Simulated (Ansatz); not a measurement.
A run of Ansatz 0.2.0 is set up as follows.

The input input.yaml:

```yaml
crystal:
  lattice:
    - [3.1967, 0.0, 0.0]
    - [-1.59835, 2.7684234083, 0.0]
    - [0.0, 0.0, 5.0578]
  atoms:
    - { symbol: Hf, position: [0.6666666667, 0.3333333333, 0.75] }
    - { symbol: Hf, position: [0.3333333333, 0.6666666667, 0.25] }
kpoints:
  mp_grid: { grid: [10, 10, 5] }
  band_path:
    path:
      - [0.0, 0.0, 0.0]
      - [0.5, 0.0, 0.0]
      - [0.3333333333, 0.3333333333, 0.0]
      - [0.0, 0.0, 0.0]
      - [0.0, 0.0, 0.5]
      - [0.5, 0.0, 0.5]
      - [0.3333333333, 0.3333333333, 0.5]
      - [0.0, 0.0, 0.5]
    npoints: 10
scf:
  occupations: { method: fermi_dirac, width: 0.05 }
hamiltonian:
  xc: pbesol
  pseudopotentials: { kind: all_electron, lapw: { basis_error: 0.001 } }
output:
  forces: true
  stress: true
  eigenvalues: true
```

Potentials or basis: all-electron LAPW, scalar-relativistic.

The run is started by

```sh
$ ansatz run input.yaml --threads 1 --pin off --max-ram 3072MiB --backend cpu --events-out ev --progress --plain --runs-dir out
```

Problem. What does it give for the band gap along the path?

Solution. None (metal or under the smearing width).

Problem. Estimate the pressure.

Solution. -3.9 GPa.

Levels at the corners of the path, in eV from the Fermi level:
| point | band 34 | band 35 | band 36 | band 37 | band 38 | band 39 |
| --- | --- | --- | --- | --- | --- | --- |
| Γ | -3.71 | 0.68 | 1.17 | 1.17 | 1.45 | 1.99 |
| M | -2.74 | -2.22 | -0.78 | 0.78 | 0.87 | 1.67 |
| K | -1.79 | -1.79 | -1.42 | 0.37 | 0.37 | 2.04 |
| Γ | -3.71 | 0.68 | 1.17 | 1.17 | 1.45 | 1.99 |
| A | -5.39 | 0.16 | 0.16 | 1.06 | 1.06 | 1.06 |
| L | -3.40 | -0.98 | -0.98 | 1.20 | 1.20 | 2.65 |
| H | -1.76 | -1.44 | -1.44 | -0.17 | -0.17 | 2.52 |
| A | -5.39 | 0.16 | 0.16 | 1.06 | 1.06 | 1.06 |

Caveat: spin-orbit coupling is left out, which moves the levels of the heavy elements.
